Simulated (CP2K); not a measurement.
GaAs under changes of volume

One of the cells (22.590 Å³/atom); the others are scaled copies at fixed shape and fractional positions:

```
As Ga
1.0
     3.99777    0.00000    0.00000
     1.99888    3.46217    0.00000
     1.99888    1.15406    3.26417
As Ga
1 1
Direct
  0.75000 0.75000 0.75000
  0.00000 0.00000 0.00000
```

```yaml
Program: CP2K 2026.2
Functional: LDA
Potentials_or_basis: GTH_POTENTIALS As GTH-PADE-q5, Ga GTH-PADE-q13; TZVP-MOLOPT-PBE-GTH basis
Density_cutoff: 6123 eV
k_mesh: 8 × 8 × 8
Occupations: fermi-dirac, width 0.0259 eV
Spin: no spin polarisation
```

```tsv
volume (Å³/atom)	energy over the lowest point (meV/atom)	pressure (GPa)	gap on the mesh (eV)
21.234	7.52	3.1	0.76
21.686	1.40	1.3	0.60
22.138	0.00	-0.3	0.44
22.590	2.82	-1.7	0.29
23.041	9.39	-2.9	0.14
23.493	19.24	-4.0	none
23.945	?	?	?
```

Problem. What does the run at 23.945 Å³/atom give?

Solution. Energy over the lowest point 31.87 meV/atom; pressure -5.0 GPa; gap on the mesh none.

Worked out: A Birch-Murnaghan fit of order 3 (a polynomial in V^(-2/3)) to the other rows has its minimum at 22.05 Å³/atom with B0 = V·E''(V) = 74 GPa and B' = 4.8. It gives 32.05 meV/atom at 23.945 Å³/atom, against the run's 31.87, and -dE/dV = -5.0 GPa, against -5.0.

Energies are extrapolated to zero smearing.

Caveats: the basis of atomic orbitals isn't converged, which shifts pressures, moduli and gaps.

Spin-orbit coupling on As, Ga is left out.

A gap of «none» marks a metal or a gap under the smearing width.
